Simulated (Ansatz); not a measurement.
A (100) slab of AlRu (Pm-3m (No. 221)), 7 planes, outer planes Al (top) and Al (bottom), with 7 atoms (Al4Ru3) in a surface cell of A = 9.025 Å², as cut from the bulk:

```
CELL_PARAMETERS angstrom
3.00408 0.00000 0.00000
0.00000 3.00408 0.00000
0.00000 0.00000 24.01225
ATOMIC_POSITIONS crystal
Al 0.00000 0.00000 0.31234
Ru 0.50000 0.50000 0.37489
Al 0.00000 0.00000 0.43745
Ru 0.50000 0.50000 0.50000
Al 0.00000 0.00000 0.56255
Ru 0.50000 0.50000 0.62511
Al 0.00000 0.00000 0.68766
```

Theory: Ansatz, DFT PBE, scalar-relativistic, plane waves, PAW. Cutoff 420 eV; k points 12×12×1 on the computed 7-atom cell (Γ-centred); Gaussian smearing, width 0.10 eV; no spin polarisation.

The relaxed slab holds 3 formula units of AlRu and 1 further Al. Against those formula units in the bulk and the further Al in its standard state it lies 0.766 eV higher. The formation energy of AlRu from the standard states is -1.280 eV a formula unit (uncorrected, no zero-point or thermal terms).

(1) Over what range can the chemical potential of Al vary, and what is the surface energy at both ends?

(2) How does its energy depend on growth conditions?

## Answers

(1) In contact with the bulk, μ(Al) + μ(Ru) is fixed. With Δμ counted from the standard states, Δμ(Al) ≤ 0 keeps elemental Al from forming, and Δμ(Ru) ≤ 0 requires Δμ(Al) ≥ ΔH = -1.280 eV. Other compounds of Al and Ru can narrow this range. Then γ, the mean of both faces, = [0.766 eV − 1.00·Δμ(Al)]/(2A). At the Al-rich end (Δμ = 0): 0.766/(2 × 9.025) × 16.02 = 0.68 J/m². At the Al-poor end: (0.766 + 1.280)/(2 × 9.025) × 16.02 = 1.82 J/m².

(2) It carries an excess of Al, so its energy falls by 0.89 J/m² for each eV that μ(Al) rises: Al-rich conditions lower it; whether it appears depends on the other terminations.